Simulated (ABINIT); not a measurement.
**CdSe (Cadmoselite): band structure with r2SCAN**

**The experiment to reproduce.**

A printed reference work, data compilation reports, for a bulk crystal of CdSe at 2 K: band gap 1.841 eV.

Crystal: CdSe (Cadmoselite).

```
CELL_PARAMETERS angstrom
4.30000 0.00000 0.00000
-2.15000 3.72391 0.00000
0.00000 0.00000 7.02000
ATOMIC_POSITIONS crystal
Cd 0.66667 0.33333 0.50000
Cd 0.33333 0.66667 0.00000
Se 0.66667 0.33333 0.88500
Se 0.33333 0.66667 0.38500
```

* Program: ABINIT 10.8.3 (patched build)
* Task: band structure
* Functional: r2SCAN
* Potentials or basis: JTH PAW PBE v2.0
* Cutoff: 707 eV
* k mesh: 7 × 7 × 4
* Occupations: fermi-dirac, width 0.05 eV
* Spin: no spin polarisation
* Fine-grid cutoff: 1306.15 eV

- Pressure: 1.4 GPa
- Largest force: 0.282 eV/Å
- Band gap on the k mesh: 1.17 eV, direct
- Band gap along the path: 1.17 eV, direct
- Valence electrons inside the program's atomic spheres: Cd 10.43; Se 4.00

Forces in eV/Å, atoms in the order of the input:
```
Cd   0.000  0.000  0.282
Cd   0.000  0.000  0.282
Se   0.000  0.000 -0.282
Se   0.000  0.000 -0.282
```

Stress tensor (GPa, compression positive):
```
2.09 0.00 0.00
0.00 2.09 0.00
0.00 0.00 0.00
```

Levels at the corners of the path, in eV from the valence-band top:
```csv
point,band 15,band 16,band 17,band 18,band 19,band 20,band 21,band 22
Γ,-0.73,-0.02,0.00,0.00,1.17,2.57,6.39,6.39
M,-2.60,-1.89,-1.26,-0.85,3.67,3.68,5.12,6.63
K,-3.13,-1.82,-1.82,-1.82,4.65,5.26,5.26,7.41
Γ,-0.73,-0.02,0.00,0.00,1.17,2.57,6.39,6.39
A,-0.38,-0.38,-0.38,-0.38,2.78,2.78,6.27,6.27
L,-1.41,-1.41,-1.31,-1.31,3.38,3.38,5.21,5.21
H,-2.54,-2.54,-1.08,-1.08,4.26,4.26,6.22,6.22
A,-0.38,-0.38,-0.38,-0.38,2.78,2.78,6.27,6.27
```

Wall time 46 min on 1 thread of Arm Neoverse V2, on a shared host, peak memory 0.39 GiB.

Against the measured gap of CdSe, 1.841 eV (2 K; a printed reference work, data compilation), the calculated 1.17 eV is off by -0.67 eV. Spin-orbit coupling on Cd, Se is left out. The value is that of r2SCAN, without temperature or zero-point motion.

Caveat: the PAW data sets were made with another functional, which shifts forces and pressure a little.
